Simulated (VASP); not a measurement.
VASP 6.6.1 run: BAs

INCAR

```
LASPH = .TRUE.
LREAL = .FALSE.
NSW = 0
NELECT = 7.9
NBANDS = 11
GGA = CA
LWAVE = .FALSE.
ISMEAR = -5
NELM = 97
IBRION = -1
LCHARG = .FALSE.
ENCUT = 520
EDIFF = 1E-7
ISIF = 2
PREC = Accurate
SIGMA = 0.2
```

KPOINTS

```
KPOINTS created by Atomic Simulation Environment
0
Gamma
10 10 10
0 0 0
```

POSCAR

```
B  As
 1.0000000000000000
     0.0000000000000000    2.3052873174999999    2.3052873174999999
     2.3052873174999999    0.0000000000000000    2.3052873174999999
     2.3052873174999999    2.3052873174999999    0.0000000000000000
 B   As
   1   1
Cartesian
  0.0000000000000000  0.0000000000000000  0.0000000000000000
  2.3052873174999999  2.3052873174999999  2.3052873174999999
```

The recommended LDA PAW datasets give the neutral cell 8 valence electrons.

Command

```
mpirun -np 1 vasp_std
```

**Question.** Predict the outcome of this run.

**Answer.** It converged. Results: pressure -14.4 GPa.

OSZICAR

```
N       E                     dE             d eps       ncg     rms          rms(c)
DAV:   1     0.879934180246E+01    0.87993E+01   -0.32416E+03  1034   0.549E+02
DAV:   2    -0.115092968061E+02   -0.20309E+02   -0.19768E+02  1389   0.985E+01
DAV:   3    -0.121090869543E+02   -0.59979E+00   -0.59143E+00  1290   0.150E+01
DAV:   4    -0.121106419375E+02   -0.15550E-02   -0.15507E-02  1148   0.813E-01
DAV:   5    -0.121106432577E+02   -0.13202E-05   -0.13175E-05  1210   0.266E-02    0.375E+00
DAV:   6    -0.119132643449E+02    0.19738E+00   -0.75507E-01  1067   0.304E+00    0.183E+00
DAV:   7    -0.119059211814E+02    0.73432E-02   -0.51348E-02  1212   0.123E+00    0.831E-01
DAV:   8    -0.119040572813E+02    0.18639E-02   -0.20514E-03  1088   0.291E-01    0.602E-02
DAV:   9    -0.119039223965E+02    0.13488E-03   -0.25591E-04  1132   0.675E-02    0.342E-02
DAV:  10    -0.119039180949E+02    0.43015E-05   -0.97027E-06  1186   0.202E-02    0.503E-03
DAV:  11    -0.119039262092E+02   -0.81142E-05   -0.24036E-06  1121   0.574E-03    0.634E-04
DAV:  12    -0.119039251710E+02    0.10382E-05   -0.11374E-07   598   0.211E-03    0.150E-04
DAV:  13    -0.119039251051E+02    0.65850E-07   -0.33069E-09   550   0.460E-04
   1 F= -.11903925E+02 E0= -.11903925E+02  d E =0.000000E+00
```

The cell is charged and sits in a uniform background.

For comparison, a separate LDA run of the intended cell, on usual settings and not on those above, gives a gap of -4.67 eV on its mesh and a pressure of -6.1 GPa.
